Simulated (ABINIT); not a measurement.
# GaP (F-43m) in ABINIT: settings compared, part 3 of 3

ABINIT 10.8.3 (patched build). The steps go on from the part before.

## 4. Single point, PBEsol

run.abi reads:

```
# Pseudopotentials
pp_dirpath "./"
pseudos "Ga.GGA_PBE-JTH.xml, P.GGA_PBE-JTH.xml"

# Structure
acell 3*1.0
rprim
     0.0000000000     5.1499761211     5.1499761211
     5.1499761211     0.0000000000     5.1499761211
     5.1499761211     5.1499761211     0.0000000000
ntypat 2
znucl 31 15
natom 2
typat 1 2
xred
     0.0000000000     0.0000000000     0.0000000000
     0.7500000000     0.7500000000     0.7500000000

# Plane-wave basis
ecut 20.0
pawecutdg 40.0

# k points
kptopt 1
ngkpt 10 10 10
nshiftk 1
shiftk 0.0 0.0 0.0

# Exchange and correlation
ixc -116133

# Bands and occupations
nband 13
occopt 3
tsmear 0.05 eV

# SCF cycle
nstep 100
tolvrs 1.0e-9

# Output
iomode 3
prtwf 0
prtden 0
prteig 0
prtebands 0
```

Potentials or basis: JTH PAW PBE v2.0.

Launch:

```console
abinit run.abi > log 2>&1
```

run.abo:

```text
.Version 10.8.3 of ABINIT
 Symmetries : space group F-4 3 m (#216); Bravais cF (face-center cubic)
================================================================================
 Values of the parameters that define the memory need of the present run
     intxc =       0    ionmov =       0      iscf =      17    lmnmax =      18
     lnmax =       6     mgfft =      30  mpssoang =       3    mqgrid =    3001
     natom =       2  nloc_mem =       2    nspden =       1   nspinor =       1
    nsppol =       1      nsym =      24    n1xccc =       1    ntypat =       2
    occopt =       3   xclevel =       2
       mpw =        1195          nfft =       27000          nkpt =          47
 PAW method is used; the additional fine FFT grid is defined by:
   mgfftf=        45    nfftf =     91125
================================================================================
================================================================================

--------------------------------------------------------------------------------
------------- Echo of variables that govern the present computation ------------
--------------------------------------------------------------------------------
 -outvars: echo values of preprocessed input variables --------
            acell      1.0000000000E+00  1.0000000000E+00  1.0000000000E+00 Bohr
              amu      6.97230000E+01  3.09737620E+01
             ecut      2.00000000E+01 Hartree
              ixc     -116133
         kptrlatt       10    0    0      0   10    0      0    0   10
          kptrlen      7.28316608E+01
            natom           2
            nband          13
            ngfft          30      30      30
          ngfftdg          45      45      45
             nkpt          47
            nstep         100
             nsym          24
           ntypat           2
           occopt           3
        pawecutdg      4.00000000E+01 Hartree
         pawxcdev           0
           prtden           0
        prtebands           0
           prteig           0
            prtwf           0
            rprim      0.0000000000E+00  5.1499761211E+00  5.1499761211E+00
                       5.1499761211E+00  0.0000000000E+00  5.1499761211E+00
                       5.1499761211E+00  5.1499761211E+00  0.0000000000E+00
          spgroup         216
           tolvrs      1.00000000E-09
           tsmear      1.83746611E-03 Hartree
            typat      1  2
           useylm           1
           xangst      0.0000000000E+00  0.0000000000E+00  0.0000000000E+00
                       4.0878749972E+00  4.0878749972E+00  4.0878749972E+00
            xcart      0.0000000000E+00  0.0000000000E+00  0.0000000000E+00
                       7.7249641816E+00  7.7249641816E+00  7.7249641816E+00
             xred      0.0000000000E+00  0.0000000000E+00  0.0000000000E+00
                       7.5000000000E-01  7.5000000000E-01  7.5000000000E-01
            znucl       31.00000   15.00000

================================================================================

 chkinp: Checking input parameters for consistency.

================================================================================
== DATASET  1 ==================================================================

--- !DatasetInfo
iteration_state: {dtset: 1, }
dimensions: {natom: 2, nkpt: 47, mband: 13, nsppol: 1, nspinor: 1, nspden: 1, mpw: 1195, }
cutoff_energies: {ecut:  20.0, pawecutdg:  40.0, }
electrons: {nelect:   1.80000000E+01, charge:   0.00000000E+00, occopt:   3.00000000E+00, tsmear:   1.83746611E-03, }
meta: {optdriver: 0, ionmov: 0, optcell: 0, iscf: 17, paral_kgb: 0, }
...

 Real(R)+Recip(G) space primitive vectors, cartesian coordinates (Bohr,Bohr^-1):
 R(1)=  0.0000000  5.1499761  5.1499761  G(1)= -0.0970878  0.0970878  0.0970878
 R(2)=  5.1499761  0.0000000  5.1499761  G(2)=  0.0970878 -0.0970878  0.0970878
 R(3)=  5.1499761  5.1499761  0.0000000  G(3)=  0.0970878  0.0970878 -0.0970878
[... 83 lines left out ...]
cartesian_forces: # hartree/bohr
- [ -4.08473560E-31,  -3.25944022E-48,   4.08473560E-31, ]
- [  4.08473560E-31,   3.25944022E-48,  -4.08473560E-31, ]
force_length_stats: {min:   5.77668849E-31, max:   5.77668849E-31, mean:   5.77668849E-31, }
...

 Integrated electronic density in atomic spheres:
 ------------------------------------------------
 Atom  Sphere_radius  Integrated_density
    1        2.10359         11.07367382
    2        1.60765          1.58042679

================================================================================

 ----iterations are completed or convergence reached----

 Mean square residual over all n,k,spin=   42.559E-10; max=  25.993E-07
 reduced coordinates (array xred) for    2 atoms
       0.000000000000      0.000000000000      0.000000000000
       0.750000000000      0.750000000000      0.750000000000
 rms dE/dt=  2.4291E-30; max dE/dt=  4.2073E-30; dE/dt below (all hartree)
    1      -0.000000000000      0.000000000000      0.000000000000
    2       0.000000000000      0.000000000000      0.000000000000

 cartesian coordinates (angstrom) at end:
    1      0.00000000000000     0.00000000000000     0.00000000000000
    2      4.08787499719786     4.08787499719786     4.08787499719786

 cartesian forces (hartree/bohr) at end:
    1     -0.00000000000000    -0.00000000000000     0.00000000000000
    2      0.00000000000000     0.00000000000000    -0.00000000000000
 frms,max,avg= 3.3351727E-31 4.0847356E-31   0.000E+00  0.000E+00  0.000E+00 h/b

 cartesian forces (eV/Angstrom) at end:
    1     -0.00000000000000    -0.00000000000000     0.00000000000000
    2      0.00000000000000     0.00000000000000    -0.00000000000000
 frms,max,avg= 1.7150147E-29 2.1004555E-29   0.000E+00  0.000E+00  0.000E+00 e/A
 length scales=  1.000000000000  1.000000000000  1.000000000000 bohr
              =  0.529177210544  0.529177210544  0.529177210544 angstroms
 Fermi (or HOMO) energy (hartree) =   0.21208   Average Vxc (hartree)=  -0.34921
 Eigenvalues (hartree) for nkpt=  47  k points:
 kpt#   1, nband= 13, wtk=  0.00100, kpt=  0.0000  0.0000  0.0000 (reduced coord)
  -0.34839   -0.34839   -0.34839   -0.34476   -0.34476   -0.27480    0.18553    0.18553
   0.18553    0.24957    0.32603    0.32603    0.32603
      occupation numbers for kpt#   1
   2.00000    2.00000    2.00000    2.00000    2.00000    2.00000    2.00000    2.00000
   2.00000    0.00000    0.00000    0.00000    0.00000
 prteigrs : prtvol=0 or 1, do not print more k-points.

--- !EnergyTerms
iteration_state     : {dtset: 1, }
comment             : Components of total free energy in Hartree
kinetic             :  7.44358277917391E+00
hartree             :  2.76914712000257E+01
xc                  : -3.84992134282568E+00
Ewald energy        : -4.82388119437275E+01
psp_core            :  1.58548868993979E+00
local_psp           : -7.21084120054699E+01
PAW spherical_terms :  1.72969006418070E+00
internal            : -8.57469125587030E+01
'-kT*entropy'       : -2.64839782195344E-10
total_energy        : -8.57469125589678E+01
total_energy_eV     : -2.33329235704243E+03
...

--- !EnergyTermsDC
iteration_state     : {dtset: 1, }
comment             : '"Double-counting" decomposition of free energy'
band_energy         : -3.49563530852240E+00
Ewald energy        : -4.82388119437275E+01
psp_core            :  1.58548868993979E+00
xc_dc               : -2.70919975104430E+01
PAW spherical_terms : -8.50595154650098E+00
internal            : -8.57469076192541E+01
'-kT*entropy'       : -2.64839782195344E-10
total_energy_dc     : -8.57469076195189E+01
total_energy_dc_eV  : -2.33329222263318E+03
...

--- !EnergyTermsWithPAWCore
iteration_state     : {dtset: 1, }
comment             : 'Components of total free energy, including PAW core contributions'
Total energy        : -2.28413613050256E+03
Total energy DC     : -2.28413612556312E+03
Total energy (eV)   : -6.21545104855058E+04
Total energy DC (eV): -6.21545103510965E+04
...

 Cartesian components of stress tensor (hartree/bohr^3)
  sigma(1 1)=  1.45562404E-05  sigma(3 2)=  0.00000000E+00
  sigma(2 2)=  1.45562404E-05  sigma(3 1)=  0.00000000E+00
  sigma(3 3)=  1.45562404E-05  sigma(2 1)=  0.00000000E+00

-Cartesian components of stress tensor (GPa)         [Pressure= -4.2826E-01 GPa]
- sigma(1 1)=  4.28259377E-01  sigma(3 2)=  0.00000000E+00
- sigma(2 2)=  4.28259377E-01  sigma(3 1)=  0.00000000E+00
- sigma(3 3)=  4.28259377E-01  sigma(2 1)=  0.00000000E+00

== END DATASET(S) ==============================================================
================================================================================

 -outvars: echo values of variables after computation  --------
            acell      1.0000000000E+00  1.0000000000E+00  1.0000000000E+00 Bohr
           etotal     -8.5746907620E+01
            fcart     -4.0847356009E-31 -3.2594402192E-48  4.0847356009E-31
                       4.0847356009E-31  3.2594402192E-48 -4.0847356009E-31
            rprim      0.0000000000E+00  5.1499761211E+00  5.1499761211E+00
                       5.1499761211E+00  0.0000000000E+00  5.1499761211E+00
                       5.1499761211E+00  5.1499761211E+00  0.0000000000E+00
           strten      1.4556240376E-05  1.4556240376E-05  1.4556240376E-05
                       0.0000000000E+00  0.0000000000E+00  0.0000000000E+00
           xangst      0.0000000000E+00  0.0000000000E+00  0.0000000000E+00
                       4.0878749972E+00  4.0878749972E+00  4.0878749972E+00
             xred      0.0000000000E+00  0.0000000000E+00  0.0000000000E+00
                       7.5000000000E-01  7.5000000000E-01  7.5000000000E-01
 Calculation completed.
```

Run time: 27 s. Hardware: 1 thread of Arm Neoverse V1, shared host; peak memory 0.12 GiB.

What came out:

| Quantity | Value |
| --- | --- |
| Free energy | -2333.2922 eV |
| Pressure | -0.4 GPa |
| Band gap on the k mesh | 1.48 eV, indirect (least direct gap 1.74 eV) |
| Valence electrons inside the program's atomic spheres | Ga 11.07; P 1.58 |

Levels at points of the mesh, in eV from the valence-band top:
```csv
k point,band 5,band 6,band 7,band 8,band 9,band 10,band 11,band 12,band 13
"(0.00, 0.00, 0.00)",-14.43,-12.53,0.00,0.00,0.00,1.74,3.82,3.82,3.82
"(0.50, 0.00, 0.00)",-14.42,-10.44,-6.70,-1.13,-1.13,1.58,4.64,4.64,8.09
"(0.50, 0.50, 0.00)",-14.41,-9.53,-6.81,-2.71,-2.71,1.52,1.72,10.53,10.53
```

Caveat: the PAW data sets were made with another functional, which shifts forces and pressure a little.

## 5. Single point, LDA

run.abi reads:

```
# Pseudopotentials
pp_dirpath "./"
pseudos "Ga.LDA_PW-JTH.xml, P.LDA_PW-JTH.xml"

# Structure
acell 7.2831660764 7.2831660764 7.2831660764
rprim
     0.0000000000     0.7071067812     0.7071067812
     0.7071067812     0.0000000000     0.7071067812
     0.7071067812     0.7071067812     0.0000000000
ntypat 2
znucl 31 15
natom 2
typat 1 2
xcart
     0.0000000000     0.0000000000     0.0000000000
     7.7249641817     7.7249641817     7.7249641817

# Plane-wave basis
ecut 544.227725 eV
pawecutdg 40.0

# k points
kptopt 1
ngkpt 5 5 5
nshiftk 1
shiftk 0.0 0.0 0.0

# Exchange and correlation
ixc 7

# Bands and occupations
nband 13
occopt 3
tsmear 0.05 eV

# SCF cycle
nstep 100
tolvrs 1.0e-9

# Output
iomode 3
prtwf 0
prtden 0
prteig 0
prtebands 0
enunit 2
prtvol 2
```

Potentials or basis: JTH PAW LDA v2.0.

Launch:

```console
abinit run.abi > log 2>&1
```

It took 5.3 s on 1 thread of Arm Neoverse V1, shared host; peak memory 0.11 GiB.

The run converged. Its results:

```yaml
Free_energy: -2341.2056 eV
Pressure: -2.7 GPa
Band_gap_on_the_k_mesh: 1.44 eV, indirect (least direct gap 1.60 eV)
Valence_electrons_inside_the_program's_atomic_spheres: Ga 11.09; P 1.60
```

Levels at points of the mesh, in eV from the valence-band top:
| k point | band 6 | band 7 | band 8 | band 9 | band 10 | band 11 | band 12 | band 13 |
| --- | --- | --- | --- | --- | --- | --- | --- | --- |
| (0.00, 0.00, 0.00) | -12.53 | 0.00 | 0.00 | 0.00 | 1.60 | 3.78 | 3.78 | 3.78 |

Caveat: an odd mesh through Γ misses points on the zone boundary, where band edges often lie.

## 6. The runs side by side

| level | potentials or basis | k mesh | mesh quality | gap on the mesh (eV) | pressure (GPa) |
| --- | --- | --- | --- | --- | --- |
| PBEsol | JTH PAW PBE v2.0 | 3 × 3 × 3 | coarse | 1.57 | 1.2 |
| PBEsol | JTH PAW PBE v2.0 | 5 × 5 × 5 | not flagged | 1.47 | -0.3 |
| PBEsol | JTH PAW PBE v2.0 | 10 × 10 × 10 | not flagged | 1.48 | -0.4 |
| LDA | JTH PAW LDA v2.0 | 5 × 5 × 5 | not flagged | 1.44 | -2.7 |

Alike in all rows: task single point; no spin polarisation; cell as given; cutoff (eV) 544; smearing fermi-dirac 0.05 eV.

Caveats: some runs use coarse meshes; the PAW data sets were made with another functional, which shifts forces and pressure a little (some runs); an odd mesh through Γ misses points on the zone boundary, where band edges often lie (some runs).

Total energies depend on the potentials used, so only differences within one code and one set of settings carry meaning.

## 7. Against experiment

Step 3. The gap isn't set beside the deposited one, since this odd mesh misses points on the zone boundary.

Step 4. Against the measured gap of GaP, 2.34 eV (indirect; 10 K; quoted in “Stacking defects in GaP nanowires: Electronic structure and optical properties”, 2018, arxiv:1810.01194), the calculated 1.48 eV is off by -0.86 eV. Spin-orbit coupling on Ga is left out. The value is that of PBEsol on a finite k mesh, which can miss the band edges, without temperature or zero-point motion. Semilocal functionals fall short of measured gaps as a rule.

Step 5. The gap isn't set beside the deposited one, since this odd mesh misses points on the zone boundary.
